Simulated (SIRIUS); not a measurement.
# TiCo (Pm-3m) in SIRIUS: notebook

The runs below take TiCo through equation of state, with BLYP.

Program: SIRIUS 7.12.0. These are calculated values, not measurements. Logs are shortened: lines on timing, memory, paths and dates and some standing lists are left out, and cuts for length are marked. The log counts tension as positive stress, the text compression.

**1. The crystal as given**

Symmetry: Pm-3m, No. 221, cubic system. The conventional cell has a = 2.986 Å, b = 2.986 Å, c = 2.986 Å, α = 90.00°, β = 90.00°, γ = 90.00°. Co (site symmetry m-3m) has 8 Ti at 2.59 Å as nearest neighbours. Ti (site symmetry m-3m) has 8 Co at 2.59 Å as nearest neighbours.

The cell comes from a database or a generator and needn't be the stable form of this composition.

**2. Equation of state, BLYP, collinear spin, ferromagnetic start, 12.51 Å³/atom (volume scaled by 0.94)**

Contents of sirius.json:

```json
{
  "control": {
    "processing_unit": "cpu",
    "std_evp_solver_name": "lapack",
    "gen_evp_solver_name": "lapack",
    "verbosity": 2,
    "print_forces": false,
    "ortho_rf": true,
    "use_second_variation": true,
    "rmt_max": 3.0,
    "num_bands_to_print": 24,
    "save_wf": true
  },
  "parameters": {
    "electronic_structure_method": "full_potential_lapwlo",
    "xc_functionals": ["XC_GGA_X_B88", "XC_GGA_C_LYP"],
    "core_relativity": "dirac",
    "valence_relativity": "iora",
    "num_fv_states": 30,
    "smearing": "fermi_dirac",
    "smearing_width": 0.0018374661,
    "pw_cutoff": 20,
    "gk_cutoff": 3.74,
    "lmax_apw": 10,
    "lmax_rho": 8,
    "lmax_pot": 8,
    "num_mag_dims": 1,
    "auto_rmt": 0,
    "ngridk": [9, 9, 9],
    "shiftk": [0, 0, 0],
    "num_dft_iter": 80,
    "energy_tol": 1e-07,
    "density_tol": 1e-05,
    "use_symmetry": true
  },
  "settings": {"tol_ne": 1e-10},
  "iterative_solver": {"type": "exact"},
  "mixer": {"type": "anderson", "beta": 0.4, "max_history": 8},
  "unit_cell": {
    "lattice_vectors": [[5.5277377495, 0.0, 0.0], [0.0, 5.5277377495, 0.0], [0.0, 0.0, 5.5277377495]],
    "atom_types": ["Co", "Ti"],
    "atom_files": {"Co": "Co.json", "Ti": "Ti.json"},
    "atoms": {"Co": [[0.5, 0.5, 0.5, 0.0, 0.0, 2.0]], "Ti": [[0.0, 0.0, 0.0, 0.0, 0.0, 1.0]]}
  }
}
```

Contents of Co.json:

```json
{
  "name": "cobalt",
  "symbol": "Co",
  "number": 27,
  "mass": 58.933195,
  "rmin": 1e-06,
  "rmt": 2.35,
  "nrmt": 800,
  "rinf": 15.25,
  "core": "1s2s2p",
  "valence": [
    {"basis": [{"enu": 0.14, "dme": 0, "n": 0, "auto": 0}, {"enu": 0.14, "dme": 1, "n": 0, "auto": 0}]},
    {"l": 0, "n": 1, "basis": [{"enu": 0.24, "dme": 0, "n": 0, "auto": 0}]},
    {"l": 1, "n": 2, "basis": [{"enu": 0.24, "dme": 0, "n": 0, "auto": 0}]},
    {"l": 2, "n": 3, "basis": [{"enu": 0.2382, "dme": 0, "n": 0, "auto": 0}]},
    {"l": 3, "n": 4, "basis": [{"enu": 0.24, "dme": 0, "n": 0, "auto": 0}]}
  ],
  "lo": [
    {"l": 0, "basis": [{"enu": 0.24, "dme": 0, "n": 0, "auto": 0}, {"enu": 0.24, "dme": 1, "n": 0, "auto": 0}]},
    {
      "l": 0,
      "basis": [{"enu": -3.2875, "dme": 0, "n": 3, "auto": 1}, {"enu": -3.2875, "dme": 1, "n": 3, "auto": 1}]
    },
    {
      "l": 0,
      "basis": [{"enu": -3.2875, "dme": 1, "n": 3, "auto": 1}, {"enu": 0.24, "dme": 0, "n": 0, "auto": 0}]
    },
    {"l": 0, "basis": [{"enu": 0.24, "dme": 0, "n": 0, "auto": 0}, {"enu": 3.1372, "dme": 0, "n": 0, "auto": 0}]},
    {"l": 1, "basis": [{"enu": 0.24, "dme": 0, "n": 0, "auto": 0}, {"enu": 0.24, "dme": 1, "n": 0, "auto": 0}]},
    {
      "l": 1,
      "basis": [{"enu": -1.9571, "dme": 0, "n": 3, "auto": 1}, {"enu": -1.9571, "dme": 1, "n": 3, "auto": 1}]
    },
    {
      "l": 1,
      "basis": [{"enu": -1.9571, "dme": 1, "n": 3, "auto": 1}, {"enu": 0.24, "dme": 0, "n": 0, "auto": 0}]
    },
    {"l": 1, "basis": [{"enu": 0.24, "dme": 0, "n": 0, "auto": 0}, {"enu": 3.5718, "dme": 0, "n": 0, "auto": 0}]},
    {
      "l": 2,
      "basis": [{"enu": 0.2382, "dme": 0, "n": 0, "auto": 0}, {"enu": 0.2382, "dme": 1, "n": 0, "auto": 0}]
    },
    {
      "l": 2,
      "basis": [{"enu": 0.2382, "dme": 1, "n": 0, "auto": 0}, {"enu": 0.2382, "dme": 2, "n": 0, "auto": 0}]
    },
    {
      "l": 2,
      "basis": [{"enu": 0.2382, "dme": 0, "n": 0, "auto": 0}, {"enu": 3.063, "dme": 0, "n": 0, "auto": 0}]
    },
    {"l": 3, "basis": [{"enu": 0.24, "dme": 0, "n": 0, "auto": 0}, {"enu": 0.24, "dme": 1, "n": 0, "auto": 0}]},
    {"l": 3, "basis": [{"enu": 0.24, "dme": 0, "n": 0, "auto": 0}, {"enu": 3.3907, "dme": 0, "n": 0, "auto": 0}]}
  ],
  "free_atom": [... radial grid and density of the free atom, the start of the SCF ...]
}
```

Contents of Ti.json:

```json
{
  "name": "titanium",
  "symbol": "Ti",
  "number": 22,
  "mass": 47.867,
  "rmin": 1e-06,
  "rmt": 2.35,
  "nrmt": 800,
  "rinf": 17.51,
  "core": "1s2s2p",
  "valence": [
    {"basis": [{"enu": 0.14, "dme": 0, "n": 0, "auto": 0}, {"enu": 0.14, "dme": 1, "n": 0, "auto": 0}]},
    {"l": 0, "n": 1, "basis": [{"enu": 0.24, "dme": 0, "n": 0, "auto": 0}]},
    {"l": 1, "n": 2, "basis": [{"enu": 0.24, "dme": 0, "n": 0, "auto": 0}]},
    {"l": 2, "n": 3, "basis": [{"enu": 0.24, "dme": 0, "n": 0, "auto": 0}]},
    {"l": 3, "n": 4, "basis": [{"enu": 0.24, "dme": 0, "n": 0, "auto": 0}]}
  ],
  "lo": [
    {"l": 0, "basis": [{"enu": 0.24, "dme": 0, "n": 0, "auto": 0}, {"enu": 0.24, "dme": 1, "n": 0, "auto": 0}]},
    {
      "l": 0,
      "basis": [{"enu": -1.8803, "dme": 0, "n": 3, "auto": 1}, {"enu": -1.8803, "dme": 1, "n": 3, "auto": 1}]
    },
    {
      "l": 0,
      "basis": [{"enu": -1.8803, "dme": 1, "n": 3, "auto": 1}, {"enu": 0.24, "dme": 0, "n": 0, "auto": 0}]
    },
    {"l": 0, "basis": [{"enu": 0.24, "dme": 0, "n": 0, "auto": 0}, {"enu": 3.1372, "dme": 0, "n": 0, "auto": 0}]},
    {"l": 1, "basis": [{"enu": 0.24, "dme": 0, "n": 0, "auto": 0}, {"enu": 0.24, "dme": 1, "n": 0, "auto": 0}]},
    {
      "l": 1,
      "basis": [{"enu": -1.0203, "dme": 0, "n": 3, "auto": 1}, {"enu": -1.0203, "dme": 1, "n": 3, "auto": 1}]
    },
    {
      "l": 1,
      "basis": [{"enu": -1.0203, "dme": 1, "n": 3, "auto": 1}, {"enu": 0.24, "dme": 0, "n": 0, "auto": 0}]
    },
    {"l": 1, "basis": [{"enu": 0.24, "dme": 0, "n": 0, "auto": 0}, {"enu": 3.5718, "dme": 0, "n": 0, "auto": 0}]},
    {"l": 2, "basis": [{"enu": 0.24, "dme": 0, "n": 0, "auto": 0}, {"enu": 0.24, "dme": 1, "n": 0, "auto": 0}]},
    {"l": 2, "basis": [{"enu": 0.24, "dme": 1, "n": 0, "auto": 0}, {"enu": 0.24, "dme": 2, "n": 0, "auto": 0}]},
    {"l": 2, "basis": [{"enu": 0.24, "dme": 0, "n": 0, "auto": 0}, {"enu": 3.0648, "dme": 0, "n": 0, "auto": 0}]},
    {"l": 3, "basis": [{"enu": 0.24, "dme": 0, "n": 0, "auto": 0}, {"enu": 0.24, "dme": 1, "n": 0, "auto": 0}]},
    {"l": 3, "basis": [{"enu": 0.24, "dme": 0, "n": 0, "auto": 0}, {"enu": 3.3907, "dme": 0, "n": 0, "auto": 0}]}
  ],
  "free_atom": [... radial grid and density of the free atom, the start of the SCF ...]
}
```

Contents of sirius_start.json:

```json
{
  "control": {
    "processing_unit": "cpu",
    "std_evp_solver_name": "lapack",
    "gen_evp_solver_name": "lapack",
    "verbosity": 1,
    "print_forces": false,
    "ortho_rf": true,
    "use_second_variation": true,
    "rmt_max": 3.0,
    "num_bands_to_print": 24,
    "save_wf": false
  },
  "parameters": {
    "electronic_structure_method": "full_potential_lapwlo",
    "xc_functionals": ["XC_LDA_X", "XC_LDA_C_PW"],
    "core_relativity": "dirac",
    "valence_relativity": "iora",
    "num_fv_states": 30,
    "smearing": "fermi_dirac",
    "smearing_width": 0.0055123983,
    "pw_cutoff": 20,
    "gk_cutoff": 3.0,
    "lmax_apw": 10,
    "lmax_rho": 8,
    "lmax_pot": 8,
    "num_mag_dims": 1,
    "auto_rmt": 0,
    "ngridk": [4, 4, 4],
    "shiftk": [0, 0, 0],
    "num_dft_iter": 30,
    "energy_tol": 0.01,
    "density_tol": 0.05,
    "use_symmetry": true
  },
  "settings": {"tol_ne": 1e-10},
  "iterative_solver": {"type": "exact"},
  "mixer": {"type": "anderson", "beta": 0.4, "max_history": 8},
  "unit_cell": {
    "lattice_vectors": [[5.5277377495, 0.0, 0.0], [0.0, 5.5277377495, 0.0], [0.0, 0.0, 5.5277377495]],
    "atom_types": ["Co", "Ti"],
    "atom_files": {"Co": "Co.json", "Ti": "Ti.json"},
    "atoms": {"Co": [[0.5, 0.5, 0.5, 0.0, 0.0, 2.0]], "Ti": [[0.0, 0.0, 0.0, 0.0, 0.0, 1.0]]}
  }
}
```

Potentials or basis: all-electron FP-LAPW, apw+lo standard.

Run with:

```
$ OMP_NUM_THREADS=1 sirius.scf --input=sirius_start.json --output=start.json
$ OMP_NUM_THREADS=1 sirius.scf --input=sirius.json --output=output.json --task=1
```

Log:

```text
[info] SIRIUS version : 7.12.0
[info] number of MPI ranks           : 1
[info] MPI grid                      : 1 1
[info] maximum number of OMP threads : 1
[fft] FFT context for density and potential
[fft] =====================================
[fft]   plane wave cutoff                     : 20
[fft]   grid size                             : 40 40 40   total : 64000
[fft]   grid limits                           : -19 20   -19 20   -19 20
[fft]   number of G-vectors within the cutoff : 22887
[fft]   number of G-shells                    : 638
[fft] FFT context for coarse grid
[fft] =====================================
[fft]   plane wave cutoff                     : 7.48
[fft]   grid size                             : 16 16 16   total : 4096
[fft]   grid limits                           : -7 8   -7 8   -7 8
[fft]   number of G-vectors within the cutoff : 1213
[fft]   number of G-shells                    : 51
[unit cell] lattice vectors
[unit cell]   a1 :       5.5277377495      0.0000000000      0.0000000000
[unit cell]   a2 :       0.0000000000      5.5277377495      0.0000000000
[unit cell]   a3 :       0.0000000000      0.0000000000      5.5277377495
[unit cell] reciprocal lattice vectors
[unit cell]   b1 :       1.1366648694      0.0000000000      0.0000000000
[unit cell]   b2 :       0.0000000000      1.1366648694      0.0000000000
[unit cell]   b3 :       0.0000000000      0.0000000000      1.1366648694
[... 394 lines left out ...]
[diagonalize] ik:   31   -3.117219   -1.773223   -1.773041   -1.773041   -1.734022   -0.869266   -0.869106   -0.869106    0.244675    0.259765    0.269697    0.269697    0.279439    0.279440    0.368067    0.368067    0.440977    0.440978    0.508808    0.666622    0.666622    0.702812    0.861657    0.861658
[diagonalize]            -3.096887   -1.753735   -1.753343   -1.753343   -1.735208   -0.870689   -0.870531   -0.870531    0.245123    0.266944    0.276842    0.276842    0.288612    0.288613    0.384445    0.384445    0.440973    0.440974    0.511743    0.668118    0.668119    0.706115    0.862171    0.862172
[diagonalize] ik:   32   -3.117203   -1.773372   -1.773038   -1.773011   -1.733800   -0.871818   -0.868866   -0.868853    0.244784    0.257297    0.268298    0.274081    0.282358    0.296688    0.352819    0.361920    0.441014    0.461114    0.550392    0.604475    0.700519    0.727870    0.793859    0.823532
[diagonalize]            -3.096870   -1.753778   -1.753348   -1.753312   -1.735091   -0.873250   -0.870293   -0.870277    0.247237    0.264420    0.275081    0.282167    0.289499    0.299897    0.374693    0.379957    0.440704    0.460456    0.552687    0.606043    0.704409    0.729257    0.794726    0.824209
[diagonalize] ik:   33   -3.117186   -1.773289   -1.773270   -1.772993   -1.733563   -0.871518   -0.871501   -0.868601    0.247496    0.259663    0.266547    0.270326    0.296129    0.298448    0.346244    0.353539    0.452357    0.472988    0.589089    0.622271    0.664815    0.720756    0.766537    0.831361
[diagonalize]            -3.096853   -1.753618   -1.753577   -1.753293   -1.734936   -0.872950   -0.872934   -0.870028    0.250569    0.266751    0.272330    0.276808    0.299483    0.303097    0.370455    0.375168    0.451785    0.471266    0.591103    0.623763    0.668741    0.722034    0.768297    0.831834
[diagonalize] ik:   34   -3.117170   -1.773246   -1.773239   -1.773239   -1.733270   -0.871257   -0.871257   -0.871254    0.262647    0.270060    0.270061    0.280746    0.280746    0.281859    0.344687    0.344687    0.473961    0.473961    0.633134    0.654866    0.686902    0.686903    0.763765    0.763765
[diagonalize]            -3.096837   -1.753556   -1.753545   -1.753545   -1.734661   -0.872692   -0.872692   -0.872687    0.266480    0.274706    0.274706    0.285644    0.285644    0.286335    0.369836    0.369837    0.472163    0.472163    0.636033    0.658750    0.688172    0.688172    0.764668    0.764668
[generate_core_charge_density] atom class : 0
[generate_core_charge_density]   n,l,k : 1 0 1  energy :        -278.44473786
[generate_core_charge_density]   n,l,k : 2 0 1  energy :         -32.37975875
[generate_core_charge_density]   n,l,k : 2 1 1  energy :         -28.01271802
[generate_core_charge_density]   n,l,k : 2 1 2  energy :         -27.46718229
[generate_core_charge_density] atom class : 1
[generate_core_charge_density]   n,l,k : 1 0 1  energy :        -178.43169272
[... 52 lines left out ...]
[find] valence_eval_sum               :     -21.73060518
[find] core_eval_sum                  :   -1277.25530722
[find] kinetic energy                 :    2276.86914731
[find] enuc                           :   -2700.57441603
[find] <rho|V^{XC}>                   :    -132.56262390
[find] <rho|E^{XC}>                   :    -102.50577244
[find] <mag|B^{XC}>                   :      -0.01121068
[find] <rho|V^{H}>                    :   -3443.28122515
[find] smearing (-TS)                 :      -0.00062479
[find] SCF correction                 :      -0.00000838
[find] Total energy                   :   -2247.85166211 (Ha),   -4495.70332423 (Ry)
[find] Free energy (E-TS)             :   -2247.85228691 (Ha),   -4495.70457382 (Ry)
[find] band gap (eV)                  :       0.00000000
[find] Efermi                         :       0.37651950
[find] iteration : 13, RMS (target) : 7.4435e-06 (1.0000e-05) , energy difference (target) : 1.9467e-08 (1.0000e-07)
[find] converged after 14 SCF iterations!
[find] Charges and magnetic moments
[find] --------------------------------------------------------------------------------
[find] atom      charge    core leakage                 moment                |moment|
[find] --------------------------------------------------------------------------------
[find]    0   26.376804    3.836655e-13  [  0.00000,   0.00000,   0.63763]    0.637632
[find]    1   20.442337    1.052622e-09  [  0.00000,   0.00000,   0.00234]    0.002335
[find] total core leakage    : 1.05300564e-09
[find] interstitial charge   : 2.180864
[find] interstitial moment   : [  0.00000,   0.00000,  -0.02712], magnitude : 0.027124
[find] total charge          : 49.000006
[find] total moment          : [  0.00000,   0.00000,   0.61284], magnitude : 0.612844
[find] Energy
[find] --------------------------------------------------------------------------------
[find] valence_eval_sum               :     -21.73060518
[find] core_eval_sum                  :   -1277.25530722
[find] kinetic energy                 :    2276.86914731
[find] enuc                           :   -2700.57441603
[find] <rho|V^{XC}>                   :    -132.56262390
[find] <rho|E^{XC}>                   :    -102.50577244
[find] <mag|B^{XC}>                   :      -0.01121068
[find] <rho|V^{H}>                    :   -3443.28122515
[find] smearing (-TS)                 :      -0.00062479
[find] SCF correction                 :      -0.00000838
[find] Total energy                   :   -2247.85166211 (Ha),   -4495.70332423 (Ry)
[find] Free energy (E-TS)             :   -2247.85228691 (Ha),   -4495.70457382 (Ry)
[find] band gap (eV)                  :       0.00000000
[find] Efermi                         :       0.37651950
```

Run time: 69 s. Hardware: 1 thread of Arm Neoverse V2, shared host; peak memory 0.58 GiB.

Results:

- Free energy: -61167.1768 eV
- Band gap on the k mesh: none (metal or under the smearing width)
- Net moment: 0.61 μB per cell
- Site moments: Co +0.64; Ti +0.00 μB
- All electrons inside the program's atomic spheres: Co 26.38; Ti 20.44 (radii Co 2.35, Ti 2.35 bohr)

(Part 1 of 4 ends here.)
